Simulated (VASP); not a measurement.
Crystal: Ga.

```
Ga
1.0
     3.02591    0.00000    0.00000
    -1.51296    2.62052    0.00000
     0.00000    0.00000    4.94232
Ga
2
Direct
  0.33333 0.66667 0.75000
  0.66667 0.33333 0.25000
```

The cell was built by a generator and needn't be a form met in nature.

- Program: VASP 6.6.1
- Task: relaxation of cell and atoms
- Functional: PBE
- Potentials or basis: VASP PAW PBE potentials, release 64 (Ga_d)
- Cutoff: 600 eV
- k mesh: 8 × 8 × 4
- Occupations: gaussian, width 0.05 eV
- Spin: no spin polarisation

At the start: pressure -1.2 GPa; volume 19.59 Å³/atom.

Where does the relaxation end?

Over 3 steps the energy falls by 2.4 meV/atom and the volume is 19.01 Å³/atom (-3.0 %); space group P6_3/mmc (No. 194, to 0.05 Å).

The path:
```
step  energy change (eV)  largest force (eV/Å)  pressure (GPa)  volume (Å³)
   1              0.0000                0.0000           -1.25        39.19
   2             -0.0045                0.0000           -0.38        38.33
   3             -0.0048                0.0000            0.10        38.02
```

Final structure:
```
Ga
1.0
     2.99513    0.00000    0.00000
    -1.49756    2.59386    0.00000
     0.00000    0.00000    4.89355
Ga
2
Direct
  0.33333 0.66667 0.75000
  0.66667 0.33333 0.25000
```
